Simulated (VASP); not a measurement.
# MgO (Fm-3m) in VASP: notebook, part 2 of 2

VASP 6.6.1. The steps go on from the part before.

## 3. Single point, PBE

Input file INCAR:

```
ALGO = Normal
EDIFF = 1E-6
ENCUT = 520
GGA = PE
ISIF = 2
ISMEAR = -1
LASPH = True
LCHARG = False
LREAL = False
LWAVE = False
NBANDS = 11
NELM = 60
PREC = Accurate
SIGMA = 0.1
```

Input file KPOINTS:

```
k-points
0
Gamma
  9 9 9
```

Input file POSCAR:

```
MgO
1.0
    0.0000000000      2.1515000000      2.1515000000
    2.1515000000      0.0000000000      2.1515000000
    2.1515000000      2.1515000000      0.0000000000
Mg O
1 1
Direct
    0.0000000000      0.0000000000      0.0000000000
    0.5000000000      0.5000000000      0.5000000000
```

Potentials or basis: VASP PAW PBE potentials, release 64 (Mg, O).

On the command line:

```
$ cat potpaw_PBE.64/Mg/POTCAR potpaw_PBE.64/O/POTCAR > POTCAR
$ mpirun -np 1 vasp_std > vasp.out
```

OUTCAR:

```text
EDIFF = 1E-6
   ENCUT = 520
   GGA = PE
   ISIF = 2
   ISMEAR = -1
   LASPH = True
   LREAL = False
   NELM = 60
   PREC = Accurate

 ion  position               nearest neighbor table
   1  0.000  0.000  0.000-   2 2.15   2 2.15   2 2.15   2 2.15   2 2.15   2 2.15
   2  0.500  0.500  0.500-   1 2.15   1 2.15   1 2.15   1 2.15   1 2.15   1 2.15

  LATTYP: Found a face centered cubic cell.
 ALAT       =     4.3030000000

  Lattice vectors:

 A1 = (   0.0000000000,   2.1515000000,   2.1515000000)
 A2 = (   2.1515000000,   0.0000000000,   2.1515000000)
 A3 = (   2.1515000000,   2.1515000000,   0.0000000000)

Analysis of symmetry for initial positions (statically):
=====================================================================
 Subroutine PRICEL returns:
 Original cell was already a primitive cell.

 Routine SETGRP: Setting up the symmetry group for a
 face centered cubic supercell.

 Subroutine GETGRP returns: Found 48 space group operations
 (whereof 48 operations were pure point group operations)
 out of a pool of 48 trial point group operations.

The static configuration has the point symmetry O_h .

Analysis of symmetry for dynamics (positions and initial velocities):
=====================================================================
 Subroutine PRICEL returns:
 Original cell was already a primitive cell.

 Routine SETGRP: Setting up the symmetry group for a
 face centered cubic supercell.

 Subroutine GETGRP returns: Found 48 space group operations
 (whereof 48 operations were pure point group operations)
 out of a pool of 48 trial point group operations.

The dynamic configuration has the point symmetry O_h .

 Subroutine INISYM returns: Found 48 space group operations
 (whereof 48 operations are pure point group operations),
 and found     1 'primitive' translations

----------------------------------------------------------------------------------------

                                     Primitive cell

  volume of cell :      19.9184

  direct lattice vectors                    reciprocal lattice vectors
     0.000000000  2.151500000  2.151500000    -0.232396003  0.232396003  0.232396003
     2.151500000  0.000000000  2.151500000     0.232396003 -0.232396003  0.232396003
     2.151500000  2.151500000  0.000000000     0.232396003  0.232396003 -0.232396003

  length of vectors
     3.042680479  3.042680479  3.042680479     0.402521684  0.402521684  0.402521684

  position of ions in fractional coordinates (direct lattice)
     0.000000000  0.000000000  0.000000000
     0.500000000  0.500000000  0.500000000

  ion indices of the primitive-cell ions
   primitive index   ion index
                 1           1
                 2           2

----------------------------------------------------------------------------------------

 KPOINTS: k-points

Automatic generation of k-mesh.
 Grid dimensions read from file:
 generate k-points for:    9    9    9

 Generating k-lattice:

  Cartesian coordinates                     Fractional coordinates (reciprocal lattice)
    -0.025821778  0.025821778  0.025821778     0.111111111  0.000000000  0.000000000
     0.025821778 -0.025821778  0.025821778     0.000000000  0.111111111  0.000000000
     0.025821778  0.025821778 -0.025821778     0.000000000  0.000000000  0.111111111

  Length of vectors
     0.044724632  0.044724632  0.044724632

  Shift w.r.t. Gamma in fractional coordinates (k-lattice)
     0.000000000  0.000000000  0.000000000

 Subroutine IBZKPT returns following result:
 ===========================================

 Found     35 irreducible k-points:

 Following reciprocal coordinates:
            Coordinates               Weight
  0.000000  0.000000  0.000000      1.000000
  0.111111  0.000000  0.000000      8.000000
  0.222222  0.000000  0.000000      8.000000
  0.333333  0.000000  0.000000      8.000000
  0.444444  0.000000  0.000000      8.000000
  0.111111  0.111111  0.000000      6.000000
[... 16 lines left out ...]
 -0.333333  0.333333  0.000000     12.000000
  0.444444  0.444444  0.000000      6.000000
 [... further k-points ...]
   k-points           NKPTS =     35   k-points in BZ     NKDIM =     35   number of bands    NBANDS=     11
   number of dos      NEDOS =    301   number of ions     NIONS =      2
   total plane-waves  NPLWV =  13824
   dimension x,y,z NGX =    24 NGY =   24 NGZ =   24
   dimension x,y,z NGXF=    48 NGYF=   48 NGZF=   48
   ions per type =               1   1
   NGX,Y,Z   is equivalent  to a cutoff of  13.11, 13.11, 13.11 a.u.
   NGXF,Y,Z  is equivalent  to a cutoff of  26.23, 26.23, 26.23 a.u.
 SYSTEM =  unknown system
   PREC   = accura    normal or accurate (medium, high low for compatibility)
   ISTART =      0    job   : 0-new  1-cont  2-samecut
   ICHARG =      2    charge: 1-file 2-atom 10-const
   ISPIN  =      1    spin polarized calculation?
   LNONCOLLINEAR =      F non collinear calculations
   LSORBIT =      F    spin-orbit coupling
   LASPH  =      T    aspherical Exc in radial PAW
   ENCUT  =  520.0 eV  38.22 Ry    6.18 a.u.   5.66  5.66  5.66*2*pi/ulx,y,z
   NELM   =     60;   NELMIN=  2; NELMDL= -5     # of ELM steps
   EDIFF  = 0.1E-05   stopping-criterion for ELM
   LREAL  =      F    real-space projection
   EDIFFG = 0.1E-04   stopping-criterion for IOM
   NSW    =      0    number of steps for IOM
   IBRION =     -1    ionic relax: 0-MD 1-quasi-New 2-CG
   NFREE  =      0    steps in history (QN), initial steepest desc. (CG)
   ISIF   =      2    stress and relaxation
   ISYM   =      2    0-nonsym 1-usesym 2-fastsym
   POTIM  = 0.5000    time-step for ionic-motion
   TEBEG  =    0.0;   TEEND  =   0.0 temperature during run
   PSTRESS=    0.0 pullay stress
   NELECT =       8.0000    total number of electrons
   NUPDOWN=      -1.0000    fix difference up-down
   EMIN   =  10.00;   EMAX   =-10.00  energy-range for DOS
   EFERMI =   0.00;   METHOD = LEGACY
   ISMEAR =    -1;   SIGMA  =   0.10  broadening in eV -4-tet -1-fermi 0-gaus
   EFERMI_NEDOS =   21; number of points for ismear=-14 and -15
   IALGO  =     38    algorithm
   IMIX   =      4    mixing-type and parameters
     AMIX     =   0.40;   BMIX     =  1.00
     AMIX_MAG =   1.60;   BMIX_MAG =  1.00
  volume/ion in A,a.u.               =       9.96        67.21
  Fermi-wavevector in a.u.,A,eV,Ry     =   1.207870  2.282543 19.850214  1.458950
  Thomas-Fermi vector in A             =   2.343495
   LORBIT       =      0    0 simple, 1 ext, 2 COOP (PROOUT), +10 PAW based schemes
   GGA     = PE    functional components
[... 5 lines left out ...]
 non-spin polarized calculation
  energy-cutoff  :      520.00
  volume of cell :       19.92
 maximum number of plane-waves:       545
   NGX = 11   NGY = 11   NGZ = 11

 number of electron       7.9999998 magnetization

 Free energy of the ion-electron system (eV)
  ---------------------------------------------------
  ext. energy  EPLUGINS =         0.00000000
  ---------------------------------------------------
  free energy    TOTEN  =       -11.89898376 eV

  energy without entropy =      -11.89898376  energy(sigma->0) =      -11.89898376

 E-fermi :   4.8471     XC(G=0): -10.7791

 val. band max:        2.7225109867   @ k =   0.0000   0.0000   0.0000
 cond. band min:       6.8500702979   @ k =   0.0000   0.0000   0.0000
 fundamental gap:      4.1275593112
 Fermi energy:         4.8471434557

 k-point     1 :       0.0000    0.0000    0.0000
  band No.  band energies     occupation
      1     -14.2252      2.00000
      2       2.7225      2.00000
      3       2.7225      2.00000
      4       2.7225      2.00000
      5       6.8501      0.00000
      6      18.1576      0.00000
      7      18.1576      0.00000
      8      18.1576      0.00000
      9      21.9093      0.00000
     10      23.6105      0.00000
     11      23.6105      0.00000
[... 309 lines left out ...]
 k-point    24 :       0.4444    0.4444    0.0000
  band No.  band energies     occupation
      1     -12.9031      2.00000
      2      -1.0416      2.00000
      3       1.4938      2.00000
      4       1.4938      2.00000
      5      11.8562      0.00000
      6      11.9874      0.00000
      7      15.1699      0.00000
      8      20.6623      0.00000
      9      20.6623      0.00000
     10      27.0344      0.00000
     11      28.3982      0.00000

 [... further k-points ...]

------------------------ aborting loop because EDIFF is reached ----------------------------------------

  FORCE on cell =-STRESS in cart. coord.  units (eV):
  Direction    XX          YY          ZZ          XY          YZ          ZX
  --------------------------------------------------------------------------------------
  -------------------------------------------------------------------------------------
  Total       -0.6887233     -0.6887233     -0.6887233      0.0000000      0.0000000      0.0000000
  in kB      -55.3989248    -55.3989248    -55.3989248      0.0000000      0.0000000      0.0000000
  external PRESSURE =     -55.3989248 kB  Pullay stress =       0.0000000 kB

 VOLUME and BASIS-vectors are now :
 -----------------------------------------------------------------------------
  energy-cutoff  :      520.00
  volume of cell :       19.92
      direct lattice vectors                 reciprocal lattice vectors
     0.000000000  2.151500000  2.151500000    -0.232396003  0.232396003  0.232396003
     2.151500000  0.000000000  2.151500000     0.232396003 -0.232396003  0.232396003
     2.151500000  2.151500000  0.000000000     0.232396003  0.232396003 -0.232396003

 POSITION                                       TOTAL-FORCE (eV/Angst)
 -----------------------------------------------------------------------------------
      0.00000      0.00000      0.00000        -0.000000     -0.000000     -0.000000
      2.15150      2.15150      2.15150         0.000000      0.000000      0.000000
 -----------------------------------------------------------------------------------
    total drift:                               -0.000000     -0.000000      0.000000

  FREE ENERGIE OF THE ION-ELECTRON SYSTEM (eV)
  ---------------------------------------------------
  free  energy   TOTEN  =       -11.8989837605 eV

  energy  without entropy=      -11.8989837604  energy(sigma->0) =      -11.89898376
```

OSZICAR:

```text
N       E                     dE             d eps       ncg     rms          rms(c)
DAV:   1     0.107664449392E+02    0.10766E+02   -0.46917E+03   906   0.645E+02
DAV:   2    -0.129940375289E+02   -0.23760E+02   -0.23266E+02   909   0.132E+02
DAV:   3    -0.134541967003E+02   -0.46016E+00   -0.45992E+00   925   0.156E+01
DAV:   4    -0.134554718790E+02   -0.12752E-02   -0.12752E-02   839   0.916E-01
DAV:   5    -0.134554764380E+02   -0.45590E-05   -0.45590E-05   905   0.541E-02    0.717E+00
DAV:   6    -0.119220307937E+02    0.15334E+01   -0.93131E+00   803   0.164E+01    0.234E+00
DAV:   7    -0.119057068725E+02    0.16324E-01   -0.71861E-02   857   0.226E+00    0.135E+00
DAV:   8    -0.118994448234E+02    0.62620E-02   -0.32550E-02   797   0.199E+00    0.259E-01
DAV:   9    -0.118990127375E+02    0.43209E-03   -0.60142E-04   872   0.173E-01    0.147E-01
DAV:  10    -0.118989817203E+02    0.31017E-04   -0.52054E-04   824   0.173E-01    0.734E-03
DAV:  11    -0.118989838342E+02   -0.21138E-05   -0.40860E-06   905   0.148E-02    0.617E-03
DAV:  12    -0.118989837605E+02    0.73655E-07   -0.71141E-07   476   0.643E-03
   1 F= -.11898984E+02 E0= -.11898984E+02  d E =-.945603E-10
```

Wall time 6.4 s (1 thread of AMD EPYC 9R14 (Zen 4), shared host); peak memory 0.11 GiB.

What came out:

```
Free energy            : -11.8990 eV
Pressure               : -5.5 GPa
Band gap on the k mesh : 4.13 eV, direct
```

Levels at points of the mesh, in eV from the valence-band top:
```csv
k point,band 1,band 2,band 3,band 4,band 5,band 6,band 7,band 8,band 9
"(0.00, 0.00, 0.00)",-16.95,0.00,0.00,0.00,4.13,15.44,15.44,15.44,19.19
```

## 4. Single point, PBE

Input file INCAR:

```
SYSTEM = MgO
ALGO     = Normal         ! electronic algorithm
EDIFF    = 1E-7           ! SCF threshold, eV
ENCUT    = 520            ! plane-wave cutoff, eV
GGA      = PE             ! functional
ISIF     = 2              ! what is computed and relaxed
ISMEAR   = -1             ! smearing method
LASPH    = .TRUE.         ! aspherical terms in the spheres
LCHARG   = .TRUE.         ! write CHGCAR
LELF     = .TRUE.         ! ELF
LREAL    = .FALSE.        ! projectors in reciprocal space
LVHAR    = .TRUE.       
LWAVE    = .FALSE.        ! write WAVECAR
NBANDS   = 11             ! bands
NELM     = 100            ! most SCF steps
PREC     = Accurate       ! precision mode
SIGMA    = 0.1            ! smearing width, eV
```

Input file KPOINTS:

```
k-points
0
G
  9 9 9
  0 0 0
```

POSCAR is that of step 3.

On the command line:

```
$ cat potpaw_PBE.64/Mg/POTCAR potpaw_PBE.64/O/POTCAR > POTCAR
$ mpirun -np 1 vasp_std > vasp.out
```

Wall time 7 s (1 thread of AMD EPYC 9R14 (Zen 4), shared host); peak memory 0.11 GiB.

Results (log left out):

```yaml
Free_energy: -11.8990 eV
Pressure: -5.5 GPa
Band_gap_on_the_k_mesh: 4.13 eV, direct
```

Levels at points of the mesh, in eV from the valence-band top:
```tsv
k point	band 2	band 3	band 4	band 5	band 6	band 7
(0.00, 0.00, 0.00)	0.00	0.00	0.00	4.13	15.44	15.44
```

## 5. How close it comes

Step 2. Measured gap of MgO: 7.83 eV (quoted in “Electronic structure of alkaline earth and post-transition metal oxides”, 2009, arxiv:0908.1581). This calculation gives 4.13 eV (-3.70 eV). The value is that of PBE, without temperature or zero-point motion. Semilocal functionals fall short of measured gaps as a rule.

Step 3. Measured gap of MgO: 7.83 eV (quoted in “Electronic structure of alkaline earth and post-transition metal oxides”, 2009, arxiv:0908.1581). This calculation gives 4.13 eV (-3.70 eV). The value is that of PBE, without temperature or zero-point motion. Semilocal functionals fall short of measured gaps as a rule.

Step 4. Against the measured gap of MgO, 7.83 eV (quoted in “Electronic structure of alkaline earth and post-transition metal oxides”, 2009, arxiv:0908.1581), the calculated 4.13 eV is off by -3.70 eV. The value is that of PBE, without temperature or zero-point motion. Semilocal functionals fall short of measured gaps as a rule.
